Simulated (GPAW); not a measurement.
# PtSe2 (Sudovikovite) (P-3m1) in GPAW: a series of runs

Runs on PtSe2 (Sudovikovite). Level: PBE. Tasks: single point.

Everything below comes from runs of GPAW 26.7.0. Logs are shortened: lines on timing, memory, paths and dates and some standing lists are left out, and cuts for length are marked. The log counts tension as positive stress, the text compression.

### 1 Starting point

The structure is trigonal, space group P-3m1 (No. 164). The conventional cell has a = 3.724 Å, b = 3.724 Å, c = 5.062 Å, α = 90.00°, β = 90.00°, γ = 120.00°. Pt (site symmetry -3m) has 6 Se at 2.49 Å as nearest neighbours. Se (site symmetry 3m) is surrounded by 3 Pt at 2.49 Å.

### 2 Single point, PBE

run.py reads:

```python
from ase.dft.bandgap import bandgap
from ase.io import read, write
from ase.units import GPa
from gpaw import GPAW, PW

atoms = read('PtSe2.xyz')

calc = GPAW(mode=PW(500),
            xc='PBE',
            kpts={'size': (7, 7, 4), 'gamma': True},
            occupations={'name': 'fermi-dirac', 'width': 0.05},
            nbands=26,
            maxiter=120,
            txt='gpaw.txt')
atoms.calc = calc
energy = atoms.get_potential_energy()
forces = atoms.get_forces()
stress = atoms.get_stress()
calc.write('gs.gpw')
write('result.traj', atoms)
print(f'Energy: {energy:.6f} eV')
print('Forces (eV/A):')
print(forces.round(4))
print('Stress (GPa):', (stress / GPa).round(3))
print('Fermi level:', round(calc.get_fermi_level(), 4), 'eV')
print(f'Gap: {bandgap(calc)[0]:.4f} eV, direct: {bandgap(calc, direct=True)[0]:.4f} eV')
```

PtSe2.xyz reads:

```xyz
3
Lattice="3.7240000000 0.0000000000 0.0000000000 -1.8620000000 3.2250786037 0.0000000000 0.0000000000 0.0000000000 5.0620000000" Properties=species:S:1:pos:R:3 pbc="T T T"
Pt     0.0000000000      0.0000000000      0.0000000000
Se     1.8620000002      1.0750262011      3.7965000000
Se    -0.0000000002      2.1500524026      1.2655000000
```

Potentials or basis: GPAW PAW data sets (gpaw-data 1.2.1), pw.

Started as:

```
OMP_NUM_THREADS=1 python run.py
```

gpaw.txt:

```text
__  _  _
 | _ |_)|_||  |
 |__||  | ||/\| - 26.7.0

Input parameters:
  mode=PW(ecut=500.0),
  kpts=MonkhorstPack(size=(7, 7, 4), gamma=True),
  maxiter=120,
  nbands=26,
  occupations=Occupations(name='fermi-dirac', width=0.05),
  xc=XC(name='PBE')

Diagonalizing LCAO Hamiltonian
Converting LCAO to pw mode

            Se

        Se

       Pt

Atoms  # Å, Bohr magnetons
|   | symbol |         x |        y |        z |    initial magnetic moments |
|---|--------|-----------|----------|----------|-----------------------------|
| 0 |     Pt |  0.000000 | 0.000000 | 0.000000 | ( 0.0000,  0.0000,  0.0000) |
| 1 |     Se |  1.862000 | 1.075026 | 3.796500 | ( 0.0000,  0.0000,  0.0000) |
| 2 |     Se | -0.000000 | 2.150052 | 1.265500 | ( 0.0000,  0.0000,  0.0000) |

Unit cell  # Å
| periodic |         x |        y |        z |  lengths |     angles |
|----------|-----------|----------|----------|----------|------------|
|      yes |  3.724000 | 0.000000 | 0.000000 | 3.724000 |  90.000000 |
|      yes | -1.862000 | 3.225079 | 0.000000 | 3.724000 |  90.000000 |
|      yes |  0.000000 | 0.000000 | 5.062000 | 5.062000 | 120.000000 |

Number of symmetries: 12
Symmetry operations  # r_c * U_cc + t_c -> r_c
|    | kind |            matrix            |
|----|------|------------------------------|
|  0 |  σ   |  1, 1, 0,  0,-1, 0,  0, 0, 1 |
|  1 |  S6  |  1, 1, 0, -1, 0, 0,  0, 0,-1 |
|  2 |  E   |  1, 0, 0,  0, 1, 0,  0, 0, 1 |
|  3 |  C2  |  1, 0, 0, -1,-1, 0,  0, 0,-1 |
|  4 |  C2  |  0, 1, 0,  1, 0, 0,  0, 0,-1 |
|  5 |  C3  |  0, 1, 0, -1,-1, 0,  0, 0, 1 |
|  6 |  S6  |  0,-1, 0,  1, 1, 0,  0, 0,-1 |
|  7 |  σ   |  0,-1, 0, -1, 0, 0,  0, 0, 1 |
|  8 |  σ   | -1, 0, 0,  1, 1, 0,  0, 0, 1 |
|  9 |  i   | -1, 0, 0,  0,-1, 0,  0, 0,-1 |
| 10 |  C3  | -1,-1, 0,  1, 0, 0,  0, 0, 1 |
| 11 |  C2  | -1,-1, 0,  0, 1, 0,  0, 0,-1 |

BZ-sampling:
  Number of BZ points: 196
  Number of IBZ points: 28

  Monkhorst-Pack size: [7, 7, 4]
  Monkhorst-Pack shift: [0.0, 0.0, 0.125]

K-points  # in reciprocal-cell coordinates
|     |                                coordinates |     weight |
|-----|--------------------------------------------|------------|
|   0 | (  0.00000000,   0.00000000,   0.00000000) | 0.00510204 |
|   1 | (  0.00000000,   0.00000000,   0.25000000) | 0.01020408 |
|   2 | (  0.00000000,   0.00000000,   0.50000000) | 0.00510204 |
|   3 | (  0.14285714,   0.00000000,  -0.25000000) | 0.03061224 |
|   4 | (  0.14285714,   0.00000000,   0.00000000) | 0.03061224 |
|   5 | (  0.14285714,   0.00000000,   0.25000000) | 0.03061224 |
|   6 | (  0.14285714,   0.00000000,   0.50000000) | 0.03061224 |
|   7 | (  0.28571429,  -0.14285714,   0.00000000) | 0.03061224 |
|   8 | (  0.28571429,  -0.14285714,   0.25000000) | 0.06122449 |
|   9 | (  0.28571429,  -0.14285714,   0.50000000) | 0.03061224 |
| ... |                                            |            |
|  27 | (  0.42857143,   0.42857143,   0.50000000) | 0.03061224 |

Plane wave coefficients: 1556
Cutoff: 500.0 eV

Spin-components: 1 (collinear spins)
Bands:           26
Projectors:      16
Spin-degeneracy: 2
Datatype:        complex128

Parallelization:
  kpt:    1
  domain: 1
  band:   1

Density:
  Valence electrons: 28.0
  Components: 1
  Grid points: [20 20 27]
  Charge: 0.0  # |e|

Potential:
  Grid points: [20 20 27]

species:
  Pt:
    name:    Platinum
    Z:       78.0
    valence: 16
    core:    62
    charge:  0.0  # [|e|]
    compensation charges:
      type: gauss
      rc: 0.41  # [Å]
      lmax: 2
    cutoffs:
      filter: 2.26  # [Å]
      core: 2.26  # [Å]
    projectors
    | kind |    occ | energy [eV] | rcut [Å] |
    |------|--------|-------------|----------|
    |   6s |  1.000 |      -5.628 |    1.307 |
    |   5p |  6.000 |     -56.051 |    1.371 |
    |   6p |  0.000 |      -0.845 |    1.371 |
    |   5d |  9.000 |      -6.153 |    1.307 |
    |    s |        |      21.583 |    1.307 |
    |    d |        |      21.058 |    1.307 |

    Using partial waves for Pt as LCAO basis

  Se:
    name:    Selenium
    Z:       34.0
    valence: 6
    core:    28
    charge:  0.0  # [|e|]
    compensation charges:
      type: gauss
      rc: 0.27  # [Å]
      lmax: 2
    cutoffs:
      filter: 1.77  # [Å]
      core: 2.67  # [Å]
    projectors
    | kind |    occ | energy [eV] | rcut [Å] |
    |------|--------|-------------|----------|
    |   4s |  2.000 |     -17.277 |    0.847 |
    |   4p |  4.000 |      -6.512 |    1.005 |
    |    s |        |       9.935 |    0.847 |
    |    p |        |      20.699 |    1.005 |
    |    d |        |       0.000 |    0.847 |

    Using partial waves for Se as LCAO basis

Reference energy: -632582.427029  # eV

eigensolver:
  PPCG
  Converge bands: occupied
  niter=2

density mixing:
  MSR1-Mixer
  Pratt-step length: 0.05
  Maximum mixing coefficient: 0.75
  Old densities: 10
  SVD Regularization: 0.005
  Good broyden scale: 1.0
  Trust region scale: 1.0
  Backstep threshold: 4.0
  History deletion threshold: 6.0
  Fourier metric: weight=20.0, sigma=0.015

occupation numbers:
  Fermi-Dirac:
    width: 0.0500  # eV

poisson solver:
  ecut: 4000.0  # eV

xc functional:
  name: PBE with 2 nearest neighbor stencil

convergence criteria:
- Maximum [total energy] change in last 3 cyles: 0.0005 eV / valence electron
- Maximum integral of absolute [dens]ity change: 0.0001 electrons / valence electron
- Maximum integral of absolute [eigenst]ate change: 4e-08 eV^2 / valence electron
maximum number of iterations: 120

SCF iterations
|iter     | |      energy | eigst |  dens |
|---------|-|-------------|-------|-------|
|iter:   1| |  -15.360149 | +0.13 |       |
|iter:   2| |  -15.020702 | -2.12 | -1.13 |
|iter:   3| |  -14.496904 | -1.91 | -1.20 |
|iter:   4| |  -14.474954 | -3.31 | -1.59 |
|iter:   5| |  -14.462248 | -3.36 | -1.84 |
|iter:   6| |  -14.462261c| -4.53 | -2.64 |
|iter:   7| |  -14.462330c| -5.05 | -3.17 |
|iter:   8| |  -14.462336c| -6.64 | -3.92 |
|iter:   9| |  -14.462337c| -7.67c| -4.50c|

Converged in 9 steps
Energy contributions relative to reference atoms: (reference = -632582.427029)

Energy contributions:
  Kinetic:          12.007588
  Coulomb:         -12.775253
  Zero:             -0.541389
  External:          0.000000
  Xc:              -13.150072
  Entropy:          -0.006422
  Spinorbit:         0.000000
  ----------------------------
  Free energy:     -14.465548
  Extrapolated:    -14.462337

dipole moment: (-6.414353, -11.109985, -17.437946)  # |e|*Ang

Fermi level: 8.290
Eigenvalues  # (at kpt = [0.000, 0.000, 0.000])
| band index |      eig [eV] | occ [0-2] |
|------------|---------------|-----------|
|          0 |       -45.533 |     2.000 |
|        ... |               |           |
|          5 |         1.187 |     2.000 |
|          6 |         1.899 |     2.000 |
|          7 |         1.899 |     2.000 |
|          8 |         4.329 |     2.000 |
|          9 |         4.330 |     2.000 |
|         10 |         5.785 |     2.000 |
|         11 |         7.309 |     2.000 |
|         12 |         7.309 |     2.000 |
|         13 |         8.776 |     0.000 |
|         14 |         9.819 |     0.000 |
|         15 |         9.819 |     0.000 |
|         16 |        11.995 |     0.000 |
|         17 |        12.619 |     0.000 |
|         18 |        15.695 |     0.000 |
|         19 |        15.695 |     0.000 |
|         20 |        20.227 |     0.000 |
|        ... |               |           |
|         25 |        21.026 |     0.000 |

No gap
No difference between direct/indirect transitions

Forces  # eV/Ang
|        x |        y |        z |
|----------|----------|----------|
|  0.00000 |  0.00000 |  0.00000 |  # Pt   0
| -0.00000 |  0.00000 | -0.61973 |  # Se   1
|  0.00000 | -0.00000 |  0.61973 |  # Se   2

Stress tensor  # eV/Ang^3
|         x |         y |         z |
|-----------|-----------|-----------|
| -0.049554 |  0.000000 |  0.000000 |
|  0.000000 | -0.049554 |  0.000000 |
|  0.000000 |  0.000000 | -0.037184 |

# Writing to gs.gpw (mode='')
```

It took 39 s on 1 thread of Intel Xeon at 2.50GHz (Skylake/Cascade Lake), shared host; peak memory 0.16 GiB.

Results:

* Free energy: -14.4655 eV
* Pressure: 7.3 GPa
* Largest force: 0.620 eV/Å
* Band gap on the k mesh: none (metal or under the smearing width)

Forces on the atoms (eV/Å):
```
Pt   0.000  0.000  0.000
Se   0.000  0.000 -0.620
Se   0.000  0.000  0.620
```

Stress tensor (GPa, compression positive):
```
7.94 0.00 0.00
0.00 7.94 0.00
0.00 0.00 5.96
```

Caveat: the cutoff is short for stress and forces, so pressures can be off by a GPa or more.

### 3 Single point, PBE

Edit run.py of step 2 so:

```diff
@@ -5,5 +5,5 @@
 
-atoms = read('PtSe2.xyz')
+atoms = read('POSCAR')
 
-calc = GPAW(mode=PW(500),
+calc = GPAW(mode=PW(400),
             xc='PBE',
```

POSCAR reads:

```
PtSe2
1.0
    3.7240000000      0.0000000000      0.0000000000
   -1.8620000000      3.2250786037      0.0000000000
    0.0000000000      0.0000000000      5.0620000000
Pt Se
1 2
Direct
    0.0000000000      0.0000000000      0.0000000000
    0.6666666667      0.3333333333      0.7500000000
    0.3333333333      0.6666666667      0.2500000000
```

Potentials or basis: GPAW PAW data sets (gpaw-data 1.2.1), pw.

Started as:

```
OMP_NUM_THREADS=1 python run.py
```

Run time: 16 s. Hardware: 1 thread of Arm Neoverse V2, shared host; peak memory 0.15 GiB.

These settings aren't checked as converged: the numbers below hold their error.

What came out:

```
Free energy            : -14.4178 eV
Pressure               : 6.6 GPa
Largest force          : 0.620 eV/Å
Band gap on the k mesh : none (metal or under the smearing width)
```

Caveat: the cutoff is short for stress and forces, so pressures can be off by a GPa or more.
